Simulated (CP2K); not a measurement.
# GaAs in CP2K: the effect of dispersion

GaAs:

```
As Ga
1.0
     3.99777    0.00000    0.00000
     1.99888    3.46217    0.00000
     1.99888    1.15406    3.26417
As Ga
1 1
Direct
  0.75000 0.75000 0.75000
  0.00000 0.00000 0.00000
```

Alike in all runs:

| Item | Value |
| --- | --- |
| Program | CP2K 2026.2 |
| Task | single point |
| Functional | PBE |
| Potentials or basis | POTENTIAL_UZH As GTH-PBE-q5, Ga GTH-PBE-q13; TZVP-MOLOPT-PBE-GTH basis |
| Density cutoff | 6123 eV |
| k mesh | 8 × 8 × 8 |
| Occupations | fermi-dirac, width 0.05 eV |
| Spin | no spin polarisation |

Question: One run gave: pressure 2.5 GPa. Which dispersion did it use?
A. D4
B. D3(BJ)
C. D2
D. D3
E. rVV10

Answer: D.

```tsv
dispersion	pressure (GPa)
none	4.0
D2	-0.3
D3	2.5
D3(BJ)	1.5
D4	0.9
rVV10	3.2
D3(BJ)+ATM	1.6
```

Caveats: the basis of atomic orbitals isn't converged, which shifts pressures, moduli and gaps; the real-space grid breaks the cell's symmetry a little (some runs).
